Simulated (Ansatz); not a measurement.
# TiAl3: the cost of one run

Method: DFT PBE, scalar-relativistic, plane waves, PAW, unless a step names another level, in Ansatz 0.2.0.

17 further runs of the same task are left out: 17 set aside as unsound or not needed. Runs told in other sessions of the task aren't counted.

### 1 Plan

Pauling electronegativities: Ti 1.54, Al 1.61 (spread 0.07). It is an alloy, so charge balance gives no guide. Tabulated atomic sizes suggest about 15 Å³/atom. 32 candidates were drawn, by swapping species into database cells of other compounds, at random by space group and Wyckoff sites, or by hand, as the table says:

| name | made from | space group no. | Wyckoff sites | atoms (primitive cell) | V (Å³/atom) |
| --- | --- | --- | --- | --- | --- |
| c01 | random | 183 | Ti 1a; Al 3c | 4 | 16.2 |
| c02 | random | 216 | Ti 4c, 4a; Al 24f | 8 | 15.7 |
| c03 | random | 129 | Ti 2c; Al 4d, 2a | 8 | 18.8 |
| c04 | random | 223 | Ti 2a; Al 6d | 8 | 18.1 |
| c05 | built by hand: D0_24 Ni3Ti | 194 | Ti 2c, 2a; Al 6g, 6h | 16 | 15.9 |
| c06 | random | 229 | Ti 2a; Al 6b | 4 | 17.5 |
| c07 | random | 221 | Ti 1b, 1a; Al 6e | 8 | 17.8 |
| c08 | database cell of Fe3Re | 194 | Ti 2d; Al 6h | 8 | 13.7 |
| c09 | built by hand: D0_22 TiAl3 | 139 | Ti 2a; Al 4d, 2b | 4 | 15.9 |
| c10 | database cell of Fe3Pt | 123 | Ti 1d; Al 2f, 1b | 4 | 16.1 |
| c11 | random | 225 | Ti 4a, 4b; Al 24e | 8 | 17.1 |
| c12 | random | 139 | Ti 2a; Al 4c, 2b | 4 | 17.9 |
| c13 | database cell of MnFe3 | 187 | Ti 1e; Al 1f, 2h | 4 | 13.5 |
| c14 | random | 99 | Ti 1b; Al 2c, 1a | 4 | 16.0 |
| c15 | database cell of Na3Bi | 194 | Ti 2c; Al 2b, 4f | 8 | 20.4 |
| c16 | database cell of ZrCd3 | 123 | Ti 1a; Al 2e, 1c | 4 | 14.4 |
| c17 | random | 187 | Ti 1b; Al 3j | 4 | 18.8 |
| c18 | database cell of TaF3 | 221 | Ti 1a; Al 3d | 4 | 17.6 |
| c19 | database cell of La3Mg | 25 | Ti 1b; Al 1a, 1c, 1d | 4 | 18.6 |
| c20 | built by hand: D0_19 Ni3Sn | 194 | Ti 2c; Al 6h | 8 | 15.9 |
| c21 | built by hand: D0_3 BiF3 | 225 | Ti 4a; Al 4b, 8c | 4 | 15.6 |
| c22 | random | 221 | Ti 1b; Al 3c | 4 | 18.5 |
| c23 | database cell of MoPd3 | 166 | Ti 3a; Al 6c, 3b | 4 | 14.7 |
| c24 | database cell of SiNi3 | 221 | Ti 1a; Al 3c | 4 | 15.0 |
| c25 | database cell of Cu3P | 164 | Ti 2d; Al 2d, 2d, 2c | 8 | 13.0 |
| c26 | random | 47 | Ti 1b; Al 2k, 1h | 4 | 16.2 |
| c27 | random | 65 | Ti 2c; Al 4j, 2a | 4 | 17.6 |
| c28 | database cell of Li3Cu | 139 | Ti 2a; Al 4d, 2b | 4 | 19.3 |
| c29 | database cell of TbZr3 | 187 | Ti 1a; Al 1b, 2i | 4 | 20.1 |
| c30 | random | 191 | Ti 2e; Al 1b, 4h, 1a | 8 | 17.7 |
| c31 | built by hand: D0_23 ZrAl3 | 139 | Ti 4e; Al 4c, 4d, 4e | 8 | 15.9 |
| c32 | built by hand: L1_2 Cu3Au | 221 | Ti 1a; Al 3c | 4 | 15.6 |

### 2 Screening run of c02

input.yaml

```yaml
crystal:
  lattice:
    - [0.0, 3.97662794, 3.97662794]
    - [3.97662794, 0.0, 3.97662794]
    - [3.97662794, 3.97662794, 0.0]
  atoms:
    - { symbol: Ti, position: [0.75, 0.75, 0.75] }
    - { symbol: Ti, position: [0.0, 0.0, 0.0] }
    - { symbol: Al, position: [0.69828073, 0.30171927, 0.30171927] }
    - { symbol: Al, position: [0.30171927, 0.69828073, 0.69828073] }
    - { symbol: Al, position: [0.30171927, 0.69828073, 0.30171927] }
    - { symbol: Al, position: [0.69828073, 0.30171927, 0.69828073] }
    - { symbol: Al, position: [0.30171927, 0.30171927, 0.69828073] }
    - { symbol: Al, position: [0.69828073, 0.69828073, 0.30171927] }
basis:
  ecutwfc: 420
kpoints:
  mp_grid: { grid: [4, 4, 4] }
hamiltonian:
  xc: pbe
scf:
  occupations: { method: gaussian, width: 0.2 }
  lower_state_search: "off"
output:
  forces: true
  stress: true
  eigenvalues: true
relax:
  adjacent_minimum: "off"
  f_tol: 0.08
  max_steps: 16
  cell: { stress_tol: 0.8 }
```

On the command line:

```console
ansatz run input.yaml --threads 1 --pin off --max-ram 2560MiB --backend cpu --events-out ev --progress --plain --runs-dir out
```

What time and memory should one allow on 1 thread of Arm Neoverse V2, shared host?

About 21 s, with a peak of 0.37 GiB.
